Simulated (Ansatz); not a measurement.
Lu under changes of volume

One of the cells (29.847 Å³/atom); the others are scaled copies at fixed shape and fractional positions:

```
Lu
1.0
    -1.95411    1.95411    1.95411
     1.95411   -1.95411    1.95411
     1.95411    1.95411   -1.95411
Lu
1
Direct
  0.00000 0.00000 0.00000
```

This isn't the form of Lu at room conditions, which is hcp.

| Item | Value |
| --- | --- |
| Program | Ansatz 0.2.0 |
| Functional | PBE |
| Potentials or basis | Ansatz PAW |
| Cutoff | 420 eV (not typed: the program's choice for these potentials) |
| k mesh | 10 × 10 × 10 |
| Occupations | fermi-dirac, width 0.05 eV |
| Spin | no spin polarisation |

```tsv
volume (Å³/atom)	energy over the lowest point (meV/atom)	pressure (GPa)
28.056	10.85	2.6
28.653	3.49	1.5
29.250	0.00	0.5
29.847	0.02	-0.4
30.444	3.22	-1.2
31.041	?	?
31.638	18.05	-2.6
```

Task: What does the run at 31.041 Å³/atom give?

Result: Energy over the lowest point 9.30 meV/atom; pressure -1.9 GPa.

Worked out: A Birch-Murnaghan fit of order 3 (a polynomial in V^(-2/3)) to the other rows has its minimum at 29.54 Å³/atom with B0 = V·E''(V) = 44 GPa and B' = 3.8. It gives 9.32 meV/atom at 31.041 Å³/atom, against the run's 9.30, and -dE/dV = -2.0 GPa, against -1.9.

Energies are extrapolated to zero smearing.
